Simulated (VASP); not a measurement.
A run of VASP 6.6.1:

The input INCAR:

```
SYSTEM = Bi
PREC = Accurate
ENCUT = 600
EDIFF = 1E-6
ISMEAR = -1
SIGMA = 0.1
LREAL = .FALSE.
LASPH = .TRUE.
NELM = 60
ALGO = Normal
ISIF = 3
LWAVE = .FALSE.
LCHARG = .FALSE.
GGA = PE
IBRION = 2
NSW = 80
EDIFFG = -0.002
PSTRESS = 408.0
```

KPOINTS

```
regular mesh
0
G
  16 16 16
  0 0 0
```

The input POSCAR:

```
Bi
1.0
   -1.7736140131      1.7736140131      1.7736140131
    1.7736140131     -1.7736140131      1.7736140131
    1.7736140131      1.7736140131     -1.7736140131
Bi
1
Direct
    0.0000000000      0.0000000000      0.0000000000
```

Potentials or basis: VASP PAW PBE potentials, release 64 (Bi_d).

Launch:

```bash
$ cat potpaw_PBE.64/Bi_d/POTCAR > POTCAR
$ mpirun -np 1 vasp_std > vasp.out
```

Hardware: 1 thread of AMD EPYC 9R45 (Zen 5), with other jobs on the host.

Q: Estimate the wall time of this run.

A: It took 33 s on 1 thread of AMD EPYC 9R45 (Zen 5) (shared host), peak memory 0.15 GiB. Counts: scf iterations 15, k points 145, ion steps 2.
